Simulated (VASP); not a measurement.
Wanted: the native input for a VASP 6.6.1 run.

```yaml
Task: relaxation of cell and atoms
Functional: r2SCAN
Potentials_or_basis: VASP PAW PBE potentials, release 64 (In_d)
Cutoff: 600 eV
k_mesh: 11 × 11 × 11
Occupations: methfessel-paxton, width 0.1 eV
Spin: no spin polarisation
Further_INCAR_settings: ALGO = Normal; EDIFF = 1e-07; IBRION = 2; EDIFFG = -0.005; NSW = 40; ISIF = 3
```

The structure of In lies in POSCAR:

```
In
1.0
   -1.6254700000      1.6254700000      2.4737000000
    1.6254700000     -1.6254700000      2.4737000000
    1.6254700000      1.6254700000     -2.4737000000
In
1
Direct
    0.0000000000      0.0000000000      0.0000000000
```

These files were run (other wordings do the same):

INCAR

```
ALGO = Normal
EDIFF = 1E-7
EDIFFG = -0.005
ENCUT = 600
IBRION = 2
ISIF = 3
ISMEAR = 1
LASPH = True
LCHARG = False
LMIXTAU = True
LREAL = False
LWAVE = False
METAGGA = R2SCAN
NELM = 100
NSW = 40
PREC = Accurate
SIGMA = 0.1
```

KPOINTS

```
k-points
0
Gamma
  11 11 11
```

Potentials or basis: VASP PAW PBE potentials, release 64 (In_d).

Launch:

```console
$ cat potpaw_PBE.64/In_d/POTCAR > POTCAR
$ mpirun -np 1 vasp_std > vasp.out
```

Results of the run:

The relaxed volume is 26.32 Å³/atom. The relaxed cell is a = 3.381 Å, b = 3.381 Å, c = 3.381 Å, α = 122.29°, β = 122.29°, γ = 86.07° and the space group after relaxing (to 0.05 Å) is I4/mmm (No. 139). The energy gained by relaxing is 0.2 meV/atom and the ionic steps are 5. The pressure after relaxing is 0.0 GPa and the band gap on the k mesh is none (metal or under the smearing width).

Caveat: the PAW data sets were made with another functional, which shifts forces and pressure a little.

Run time: 8.1 min on 1 thread of Intel(R) Xeon(R) Platinum 8488C (Sapphire Rapids) (shared host), peak memory 0.2 GiB.
